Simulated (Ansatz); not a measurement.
The calculation used Ansatz, DFT PBE, scalar-relativistic, plane waves, PAW. All cells share a 420 eV cutoff and Γ-centred k meshes spaced at most about 0.3 Å⁻¹ (about 0.25 or finer for metals, 2π included). No spin polarisation.

These are static total energies at zero pressure.

Two forms of CuSbSe₄ were relaxed alike.

A.

```cif
data_structure
_symmetry_space_group_name_H-M 'P2/m'
_symmetry_Int_Tables_number 10
_cell_length_a 6.7326
_cell_length_b 3.6805
_cell_length_c 7.6955
_cell_angle_alpha 90.000
_cell_angle_beta 99.637
_cell_angle_gamma 90.000
_cell_volume 188.00
loop_
_atom_site_label
_atom_site_type_symbol
_atom_site_symmetry_multiplicity
_atom_site_Wyckoff_symbol
_atom_site_fract_x
_atom_site_fract_y
_atom_site_fract_z
_atom_site_occupancy
Cu1 Cu 1 a 0.00000 0.00000 0.00000 1
Sb1 Sb 1 e 0.50000 0.50000 0.00000 1
Se1 Se 2 m 0.43975 0.00000 0.23619 1
Se2 Se 2 n 0.89703 0.50000 0.16084 1
```

B.

```cif
data_structure
_symmetry_space_group_name_H-M 'P-6m2'
_symmetry_Int_Tables_number 187
_cell_length_a 3.8217
_cell_length_b 3.8217
_cell_length_c 10.9525
_cell_angle_alpha 90.000
_cell_angle_beta 90.000
_cell_angle_gamma 120.000
_cell_volume 138.53
loop_
_atom_site_label
_atom_site_type_symbol
_atom_site_symmetry_multiplicity
_atom_site_Wyckoff_symbol
_atom_site_fract_x
_atom_site_fract_y
_atom_site_fract_z
_atom_site_occupancy
Cu1 Cu 1 f 0.66667 0.33333 0.50000 1
Sb1 Sb 1 e 0.66667 0.33333 0.00000 1
Se1 Se 2 h 0.33333 0.66667 0.61544 1
Se2 Se 2 g 0.00000 0.00000 0.83054 1
```

Question: Which is lower in energy, and by how much?

Answer: A is lower, by 19 meV/atom. A has space group P2/m (No. 10), 31.3 Å³/atom and no gap on its mesh; B has space group P-6m2 (No. 187), 23.1 Å³/atom and no gap. Counting Se atoms around Cu and Sb (those within 1.25 times the shortest such distance or 1.15 times the sum of covalent radii), A has Cu 4, Sb 6 and B has Cu 6, Sb 6. B holds Se–Se pairs (shortest 2.53 Å); in A the shortest Se–Se distance is 3.03 Å. In A, around Cu lie 4 Se at 2.38 Å; around Sb lie 6 Se at 2.66–2.75 Å; around Se on its first site lie 2 Sb at 2.66 Å; 1 more site not described. In B, Cu is surrounded by 6 Se at 2.54 Å; Sb is surrounded by 6 Se at 2.88 Å; around Se on its first site lie 1 Se at 2.53 Å, 3 Cu at 2.54 Å and 3 Se at 3.23 Å; 1 more site not described. Both come from invented guesses.

For metals, differences of a few meV/atom aren't resolved. No dispersion correction is applied, so the spacing and binding between layers, chains or molecules are poorly described (P2/m, P-6m2), and this can change margins and order among such cells. These runs have no spin–orbit coupling, which can matter for Sb. No Hubbard U is applied to the 3d shell of Cu. Cells relaxed within their symmetry can be saddle points.
